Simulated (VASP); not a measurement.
CaO3:

```
Ca O
1.0
     3.97415    0.00000    0.00000
    -1.98707    3.44171    0.00000
     0.00000    0.00000    3.58554
Ca O
1 3
Direct
  0.00000 0.00000 0.00000
  0.50000 0.00000 0.00000
  0.00000 0.50000 0.00000
  0.50000 0.50000 0.00000
```

The cell was built by a generator and needn't be a form met in nature.

The cell isn't the ideal one: random cell by space group and Wyckoff sites (P6/mmm, No. 191).

| Property | Result |
| --- | --- |
| Program | VASP 6.6.1 |
| Task | relaxation of cell and atoms |
| Functional | PBE |
| Potentials or basis | VASP PAW PBE potentials, release 64 (Ca_sv, O) |
| Cutoff | 600 eV |
| k mesh | 6 × 6 × 6 |
| Occupations | gaussian, width 0.1 eV |
| Spin | no spin polarisation |

At the start: pressure 48.6 GPa; volume 12.26 Å³/atom.

**Question.** How do energy, volume and symmetry change on relaxing?

**Answer.** Over 9 steps the energy falls by 593.8 meV/atom and the volume is 18.16 Å³/atom (+48.1 %); space group P6/mmm (No. 191, to 0.05 Å).

The path:
```tsv
step	energy change (eV)	largest force (eV/Å)	pressure (GPa)	volume (Å³)
1	0.0000	0.0000	48.57	49.04
2	-0.8438	0.0000	-14.73	79.19
3	-2.2721	0.0000	0.12	63.04
4	-2.2739	0.0000	0.70	62.69
5	-2.2740	0.0000	1.20	62.40
6	-2.2895	0.0000	1.11	63.23
7	-2.3287	0.0000	0.89	65.72
8	-2.3729	0.0000	0.25	70.70
9	-2.3754	0.0000	-0.09	72.63
```

Final structure:
```xyz
4
Lattice="4.4703 0.0000 0.0000 -2.2351 3.8714 0.0000 0.0000 0.0000 4.1965" Properties=species:S:1:pos:R:3 pbc="T T T"
Ca   -2.2351    3.8714    4.1965
O     2.2351    0.0000    0.0000
O     3.3527    1.9357    0.0000
O     1.1176    1.9357    4.1965
```

Caveat: the volume moved by over 15 % at a fixed basis, so the end points are rough.
